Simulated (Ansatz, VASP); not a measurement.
# GaSb: VASP beside Ansatz, part 2 of 2

Wanted: the spread between two codes on one cell, functional and k mesh. The cell is taken from a series of runs on this material, whose earlier steps may have relaxed, scaled, displaced or heated it; both programs get it as it stands.

VASP 6.6.1 and Ansatz 0.2.0.

So far: The structure; VASP: zone-centre phonons, PBEsol.

## 3. Ansatz: zone-centre phonons, PBEsol

Level of this step: Ansatz beside VASP: Kohn-Sham DFT, plane waves, PBEsol (Ansatz).

Ansatz runs on its PAW soft_1 files.

The same cell, functional, mesh and smearing now go to Ansatz, which takes its cutoff from its data sets.

Input file input.yaml:

```yaml
crystal:
  lattice:
    - [0.1237077939, 3.0572453752, 3.0572453752]
    - [3.0572453752, 0.1237077939, 3.0572453752]
    - [3.0572453752, 3.0572453752, 0.1237077939]
  atoms:
    - { symbol: Ga, position: [-0.003180866, -0.003180866, -0.003180866] }
    - { symbol: Sb, position: [0.753180866, 0.753180866, 0.753180866] }
kpoints:
  mp_grid: { grid: [12, 12, 12] }
hamiltonian:
  xc: pbesol
  pseudopotentials: { kind: paw, azcp: { folder: soft_1 }, xc_functional: pbe }
scf:
  occupations: { method: methfessel_paxton, width: 0.2 }
output:
  eigenvalues: true
phonons:
  method: dfpt
```

On the command line:

```console
$ ansatz run input.yaml --threads 4 --pin off --max-ram 10240MiB --backend cpu --events-out ev --progress --plain --runs-dir out
```

Numbers of over 12 decimals in the logs are rounded to 6 here.

The program printed:

```text
Engine: ansatz 0.2.0, aarch64-unknown-linux-gnu
Pseudopotentials: kind: paw
Pseudopotential: Ga, paw, valence charge 13, recommended cutoff 420 eV (normal), soft_1/Ga.paw.azcp
Pseudopotential: Sb, paw, valence charge 15, recommended cutoff 420 eV (normal), soft_1/Sb.paw.azcp
Functional definition: PBEsol
  exchange = pbesol_x
  correlation = pbesol_c
Crystal: 2 atoms, lattice volume = 53.684 Å³
Basis set: ecut = 420 eV, 1033 PW (Γ), exchange–correlation on 60×60×60 points (8 copies of the dense FFT grid, shifted against one another)
Bands: 18, of which v1, the nominal top of the filled ones, is band 14 counted from 1 (13 counted from 0)
Symmetry: 6 space group operations
k-points: 476 of 1728 (irreducible under 2 space group operations, time reversal used)
Non-local potential: Ga, projectors of the file, l = 0: 2, l = 1: 2, l = 2: 3, l = 3: 1
Non-local potential: Sb, projectors of the file, l = 0: 2, l = 1: 2, l = 2: 2, l = 3: 1
PAW form: soft (Blöchl's): semilocal exchange-correlation on the pseudo side does not see the compensation charge
PAW frozen core: Ga, regenerated for the run's functional, and the local potential with it (the file was generated under x = pbe(κ = 0.804, μ = 0.219515), c = pbe(β = 0.066725))
PAW frozen core: Sb, regenerated for the run's functional, and the local potential with it (the file was generated under x = pbe(κ = 0.804, μ = 0.219515), c = pbe(β = 0.066725))
PAW one-centre angular grid: Ga, 590 points (default); XC on 64 Gauss nodes
PAW one-centre angular grid: Sb, 590 points (default); XC on 64 Gauss nodes
Initial density: superposition of atomic densities (chi_scale 0.1, normalization cell, long waves kept (reshape's long-wave potential 0.00 eV rms))
Initial wavefunctions: pseudopotential atomic-orbital guess
Functional: x = pbesol(κ = 0.804, μ = 0.123457), c = pbesol(β = 0.046)
SCF iter   1: F=—  HF=-10151.632551 eV  |F-HF|=—  |Δ(HF+E_count)|=         —  Δρ=3.33e-2  dr2=4.40e-1  ethr=3.10e-3  ⟨swp⟩=5.7  Hψ=45037  notcnv=0
preconditioner: auto → Kerker (q_TF=auto, 2.448 Å⁻¹)  [metal: Δε(μ)=0.075 eV  Ē_g=14.981 eV  σ=0.200 eV  W_gap=0.31  n_scr=14 (ndim 8)  ℏωp=21.5 eV  f_vac=0.002  D(μ)=0.05/eV (n_scr^D=0)]
SCF iter   2: F=—  HF=-10151.588133 eV  |F-HF|=—  |Δ(HF+E_count)|=   4.44e-2  S|Δr|=    0.00e0  Δρ=2.10e-2  dr2=2.07e-1  ethr=1.57e-3  ⟨swp⟩=1.0  Hψ=12404  notcnv=0
SCF iter   3: F=—  HF=-10151.542522 eV  |F-HF|=—  |Δ(HF+E_count)|=   4.56e-2  S|Δr|=    0.00e0  Δρ=3.55e-3  dr2=1.44e-2  ethr=7.39e-4  ⟨swp⟩=2.6  Hψ=11601  notcnv=0
SCF iter   4: F=—  HF=-10151.543519 eV  |F-HF|=—  |Δ(HF+E_count)|=   9.97e-4  S|Δr|=    0.00e0  Δρ=1.74e-3  dr2=3.32e-3  ethr=5.14e-5  ⟨swp⟩=2.0  Hψ=11199  notcnv=0
SCF iter   5: F=—  HF=-10151.543160 eV  |F-HF|=—  |Δ(HF+E_count)|=   3.59e-4  S|Δr|=    0.00e0  Δρ=1.39e-3  dr2=8.80e-4  ethr=1.19e-5  ⟨swp⟩=2.0  Hψ=12855  notcnv=0
SCF iter   6: F=—  HF=-10151.543081 eV  |F-HF|=—  |Δ(HF+E_count)|=   7.85e-5  S|Δr|=    0.00e0  Δρ=2.59e-4  dr2=3.97e-5  ethr=3.14e-6  ⟨swp⟩=2.0  Hψ=12854  notcnv=0
SCF iter   7: F=—  HF=-10151.543147 eV  |F-HF|=—  |Δ(HF+E_count)|=   6.57e-5  S|Δr|=    0.00e0  Δρ=6.99e-5  dr2=2.70e-6  ethr=1.42e-7  ⟨swp⟩=2.0  Hψ=12875  notcnv=0
SCF iter   8: F=—  HF=-10151.543152 eV  |F-HF|=—  |Δ(HF+E_count)|=   4.84e-6  S|Δr|=    0.00e0  Δρ=1.67e-5  dr2=2.03e-7  ethr=9.63e-9  ⟨swp⟩=2.0  Hψ=12875  notcnv=0
SCF iter   9: F=—  HF=-10151.543152 eV  |F-HF|=—  |Δ(HF+E_count)|=   1.94e-7  S|Δr|=    0.00e0  Δρ=6.97e-6  dr2=5.09e-8  ethr=7.27e-10  ⟨swp⟩=2.0  Hψ=13769  notcnv=0
SCF iter  10: F=—  HF=-10151.543152 eV  |F-HF|=—  |Δ(HF+E_count)|=   3.43e-8  S|Δr|=    0.00e0  Δρ=2.78e-6  dr2=7.73e-9  ethr=1.82e-10  ⟨swp⟩=2.0  Hψ=10472  notcnv=0
SCF iter  11: F=—  HF=-10151.543152 eV  |F-HF|=—  |Δ(HF+E_count)|=   3.21e-9  S|Δr|=    0.00e0  Δρ=8.98e-7  dr2=6.71e-10  ethr=2.76e-11  ⟨swp⟩=2.0  Hψ=13740  notcnv=0
SCF iter  12: F=—  HF=-10151.543152 eV  |F-HF|=—  |Δ(HF+E_count)|=  6.55e-10  S|Δr|=    0.00e0  Δρ=2.16e-7  dr2=2.88e-11  ethr=2.40e-12  ⟨swp⟩=2.0  Hψ=10838  notcnv=0
SCF iter  13: F=-10151.543152 eV  HF=-10151.543152 eV  |F-HF|=0.00e0  |Δ(HF+E_count)|=  2.18e-11  S|Δr|=    0.00e0  Δρ=8.66e-8  dr2=6.77e-12  ethr=1.00e-12  ⟨swp⟩=6.0  Hψ=40260  notcnv=0
SCF 1 converged in 13 iterations: F = -10151.543152 eV  dr2 = 6.77e-12
  greatest PAW one-centre occupation: 0.996 electrons in one spin orbital (limit 2), on the Sb atom at site 1 (counted from 0), in its partial waves of l = 2
DFPT response loops at Γ: preconditioner auto → Kerker (q_TF=auto, 2.448 Å⁻¹) (partly filled bands, converged f_vac=0.055); β = 1.00, the filter's whole step (`scf.mixing.beta` (0.50) is not read by the response loops under this deck's `scf.mixing.preconditioner`; to damp them name `kerker` or `kerker_dos`, under which they read `scf.mixing.beta`, and type it under 1.00, their step now; both keys bind the ground state too); Broyden in place of MSR1
SCF converged after 13 iterations
Stability not checked: this state was not tested for a lower state beside it, because cold or Methfessel-Paxton smearing, or corrected tetrahedra, fill the levels in a way that the test cannot read (fill_not_monotonic; see scf.lower_state_search)
Free energy (F): -10151.543152 eV
Harris-Foulkes:  -10151.543152 eV  (|F-HF|=0.00e0)
Internal energy: -10151.543242 eV  (E = F + TS)
E sigma→0 (E₀):  -10151.543175 eV
Entropy (-TS):   0.000090 eV (0.045 meV/atom)
Fermi energy:    8.762965 eV
Step filling:    the computed levels leave a gap of 0.0590 eV = 0.3 smearing widths at the electron count; against every level under it full and every level over it empty, smearing changes F+E_penalty+E_count by +0.081 meV and its σ→0 estimate by +0.058 meV
--- Per-component energies (eV) ---
  E_band       = -241.023525
  E_kinetic    = 277.496718
  E_local      = -3293.535722  (includes V_loc(G=0)·N_el)
  E_nonlocal   = 300.246703
  E_hartree    = 1694.383875
  E_xc         = -161.159303
  E_vxc        = -147.113177  (∫ρ·V_xc dr)
  E_paw        = -6421.282822  (= ΣΔE_a)
  E_vpaw       = -766.885698  (= ΣTr[D̂ρ^β])
  E_aug_tail   = -0.000070  (compensation charges beyond the density's cutoff)
  E_ewald      = -2548.887456
  E_core_change = 1.194834  (= ΣΔE_core)
  E_smearing   = 0.000090  (= −TS)
  E_closure    = -0.000000  (closes the sum)
  Σ components = -10151.543152   (vs F -10151.543152, Δ=0.00e0)
--- Band table (eV; the first three rows and the last of 476) ---
  k-point 0: bands = [... 10 lower, -3.4168, 8.1007, 8.7595, 8.7595, 8.8525, 11.1545, 11.4922, 11.4922]
  k-point 1: bands = [... 10 lower, -3.3363, 7.3814, 8.1113, 8.6026, 9.4857, 11.3354, 11.6817, 11.8306]
  k-point 2: bands = [... 10 lower, -3.0992, 5.9318, 7.7809, 8.2582, 9.5243, 11.6135, 12.0638, 12.8765]
  k-point 475: bands = [... 10 lower, -1.8503, 1.7173, 7.6131, 7.6131, 9.6496, 12.5510, 12.5510, 15.1506]
--- Phonons (Γ-DFPT): 2 representative perturbations + reference, on 476 of 1728 k-points (Σ response iterations 6) ---
  k mesh reduced under 2 symmetry operations, with k and −k counted as one. Each operation leaves every solved perturbation unchanged. A smaller set is not used because it would not reduce the number of displacements times k-points to solve
  ASR residual: 5.389e-5 → 0.000e0 eV/Å²; symmetrization residual: 1.418e-6 eV/Å²
  ASR residual per site (eV/Å²): 5.39e-5 3.50e-5
  Γ frequencies (cm⁻¹): 0.00 0.00 0.00 229.44 236.26 236.26
  non-analytic LO–TO correction: not included (Born effective charges unavailable; polar crystals: no LO–TO splitting at Γ)
```

## 4. Comparison

Known differences besides the potentials themselves: the data sets hold 28 valence electrons in Ansatz (on its PAW soft_1 files) and 18 in VASP; the cutoff is 420 eV in Ansatz and 500 eV in VASP; Ansatz makes its cores anew for this functional, VASP keeps those of its PBE data sets. Total energies have different zeros and are not compared.

Both answers:

| quantity | Ansatz | VASP | difference |
| --- | --- | --- | --- |
| optical mode 1 (cm⁻¹) | 229.4 | 230.7 | -0.56 % |
| optical mode 2 to 3 (cm⁻¹) | 236.3 | 237.4 | -0.48 % |

Modes are paired by rising frequency, not by their patterns, so a pair may set unlike modes beside each other; they are those without the splitting of longitudinal modes.

## 5. Summary of results

```json
{
  "r.m.s. difference of the optical zone-centre modes, each program's sorted by frequency (zone-centre phonons, PBEsol)": "1.2 cm⁻¹",
  "difference in optical mode 1 (zone-centre phonons, PBEsol)": "-0.6 %"
}
```

In words: The r.m.s. difference of the optical zone-centre modes, each program's sorted by frequency is 1.2 cm⁻¹ (zone-centre phonons, PBEsol). The data sets hold unlike numbers of valence electrons (28 in Ansatz and 18 in VASP), so part of the differences comes from the potentials. Among the rows given in per cent, the largest difference of the zone-centre phonons, PBEsol pair is in optical mode 1, -0.6 %. Such differences can come from data sets, numerical settings and the points named under the comparisons, not from the functional's error against experiment.

[Lines on the potential files, build, host, timing and source positions are cut from VASP's logs without a mark.]

[Logs are printed without paths, hosts, clocks, repeated set-up lines and the standing remarks that a program may print on its own settings, such as how far it seeks lower states.]

[Hosts, paths, dates, database ids (printed as entryN), source tags and the programs' standing remarks are cut or masked in the printed files.]
